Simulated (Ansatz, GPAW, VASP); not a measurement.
## Ge: 3 runs at one level of theory

```
Ge
1.0
     0.00000    2.82891    2.82891
     2.82891    0.00000    2.82891
     2.82891    2.82891    0.00000
Ge
2
Cartesian
  4.2434 4.2434 4.2434
  2.8289 2.8289 2.8289
```

Alike in all runs: task single point; functional RPBE; k mesh 8 × 8 × 8; occupations gaussian, width 0.1 eV; no spin polarisation; no spin-orbit coupling. Pressure is positive in compression and, in plane waves, holds the error of the finite cutoff.

```csv
program and potentials,plane-wave cutoff (eV),notes,band gap (eV),pressure (GPa)
"GPAW, the program's PAW data sets (release 1.2.1) made for this functional",600,4 valence electrons an atom on average,0.20,5.70
"VASP, PBE PAW files Ge_d, 520 eV",520,potentials made for PBE; 14 valence electrons an atom on average,0.15,5.25
"Ansatz, all-electron LAPW, scalar-relativistic",-,-,?,?
```

Estimate from the other rows what the run with Ansatz, all-electron LAPW, scalar-relativistic gave.

Band gap 0.15 eV; pressure 5.40 GPa. The other rows, which needn't bracket it: band gap 0.15 to 0.20; pressure 5.25 to 5.70.
